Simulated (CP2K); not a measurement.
Se under changes of volume

One of the cells (27.261 Å³/atom); the others are scaled copies at fixed shape and fractional positions:

```
CELL_PARAMETERS angstrom
4.36620 0.00000 0.00000
-2.18310 3.78124 0.00000
0.00000 0.00000 4.95360
ATOMIC_POSITIONS crystal
Se 0.77460 0.77460 0.00000
Se 0.00000 0.22540 0.66667
Se 0.22540 0.00000 0.33333
```

| Quantity | Value |
| --- | --- |
| Program | CP2K 2026.2 |
| Functional | PBEsol |
| Potentials or basis | POTENTIAL_UZH Se GTH-PBE-q6; TZVP-MOLOPT-PBE-GTH basis |
| Density cutoff | 6123 eV |
| k mesh | 7 × 7 × 6 |
| Occupations | fermi-dirac, width 0.05 eV |
| Spin | no spin polarisation |

| volume (Å³/atom) | energy over the lowest point (meV/atom) | pressure (GPa) | gap on the mesh (eV) | largest force (eV/Å) |
| --- | --- | --- | --- | --- |
| 25.625 | 46.47 | 6.4 | 1.03 | 1.502 |
| 26.170 | 27.64 | 4.7 | 1.06 | 1.229 |
| 26.716 | 14.08 | 3.3 | 1.08 | 0.975 |
| 27.261 | 5.26 | 1.9 | 1.10 | 0.738 |
| 27.806 | 0.71 | 0.8 | 1.11 | 0.516 |
| 28.351 | 0.00 | -0.3 | 1.11 | 0.310 |
| 28.896 | ? | ? | ? | ? |

Question: What does the run at 28.896 Å³/atom give?

Answer: Energy over the lowest point 2.76 meV/atom; pressure -1.3 GPa; gap on the mesh 1.09 eV; largest force 0.116 eV/Å.

Worked out: A Birch-Murnaghan fit of order 3 (a polynomial in V^(-2/3)) to the other rows has its minimum at 28.18 Å³/atom with B0 = V·E''(V) = 54 GPa and B' = 4.4 at fixed shape and positions, which overstates the stiffness. It gives 2.74 meV/atom at 28.896 Å³/atom, against the run's 2.76, and -dE/dV = -1.3 GPa, against -1.3. A parabola through the other rows of the gap, of slope -0.285 eV per unit of ln V there, extrapolates to 1.11 eV, against the run's 1.09.

Energies are extrapolated to zero smearing.

Caveats: the potentials were made for another functional, which shifts forces and pressure; an odd mesh through Γ misses points on the zone boundary, where band edges often lie; the basis of atomic orbitals isn't converged, which shifts pressures, moduli and gaps. Spin-orbit coupling on Se is left out.
